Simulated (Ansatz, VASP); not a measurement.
## Sb: VASP beside Ansatz

Contents of INCAR:

```
PREC = Accurate ; ENCUT = 520
EDIFF = 1E-7 ; ISMEAR = -1
SIGMA = 0.05 ; LREAL = F
LASPH = T ; NELM = 80
ALGO = Normal ; ISIF = 2
LWAVE = F ; LCHARG = T
GGA = CA ; LELF = T
LVHAR = T ; NBANDS = 18
```

KPOINTS

```
Automatic mesh
0
Gamma
  6 6 4
```

The input POSCAR:

```
Sb
1.0
    4.4665073636      0.0000000000      0.0000000000
    0.0000000000      4.3613480807      0.0000000000
   -1.3026719609      0.0000000000      6.2783327531
Sb
4
Direct
    0.3399300000      0.2500000000      0.6836700000
    0.9366380000      0.7500000000      0.7627580000
    0.0633620000      0.2500000000      0.2372420000
    0.6600700000      0.7500000000      0.3163300000
```

The input input.yaml:

```yaml
crystal:
  lattice:
    - [4.4665073636, 0.0, 0.0]
    - [0.0, 4.3613480807, 0.0]
    - [-1.3026719609, 0.0, 6.2783327531]
  atoms:
    - { symbol: Sb, position: [0.33993, 0.25, 0.68367] }
    - { symbol: Sb, position: [0.936638, 0.75, 0.762758] }
    - { symbol: Sb, position: [0.063362, 0.25, 0.237242] }
    - { symbol: Sb, position: [0.66007, 0.75, 0.31633] }
hamiltonian:
  xc: lda
  pseudopotentials: { kind: paw }
kpoints:
  mp_grid: { grid: [6, 6, 4] }
scf:
  occupations: { method: fermi_dirac, width: 0.05 }
output:
  forces: true
  stress: true
  eigenvalues: true
  write_density: true
  write_potential: true
  elf: true
  volumetric_format: npy
```

This isn't the form of Sb at room conditions, which is rhombohedral.

Alike in both runs: task single point; functional LDA; k mesh 6 × 6 × 4; occupations fermi-dirac, width 0.05 eV; no spin polarisation.

|  | VASP | Ansatz |
| --- | --- | --- |
| version | VASP 6.6.1 | Ansatz 0.2.0 |
| potentials or method | VASP PAW LDA potentials, release 64 (Sb) | Ansatz PAW |
| plane-wave cutoff (eV) | 520 | 420 |
| valence electrons in the cell | 20 | 60 |

|  | VASP | Ansatz | Ansatz less VASP |
| --- | --- | --- | --- |
| gap on the k mesh at the Fermi level (eV) | none | none | - |
| pressure (GPa) | -1.3 | -1.5 | -0.25 |
| largest component of the traceless stress (GPa) | 0.49 | 0.45 | -0.038 |
| rms of the force components (eV/Å) | 0.096 | 0.074 | -0.0222 |

Atom by atom the forces differ by 0.039 eV/Å (rms over components). A gap of «none» marks a metal or a gap that the smearing closes. The two sets of potentials don't hold the same shells in valence.

Caveats: the PAW data sets come from PBE, with cores solved anew for the run's functional, which leaves a small shift of forces and pressure (Ansatz). The runs have no spin-orbit coupling, so splittings on Sb are missing.
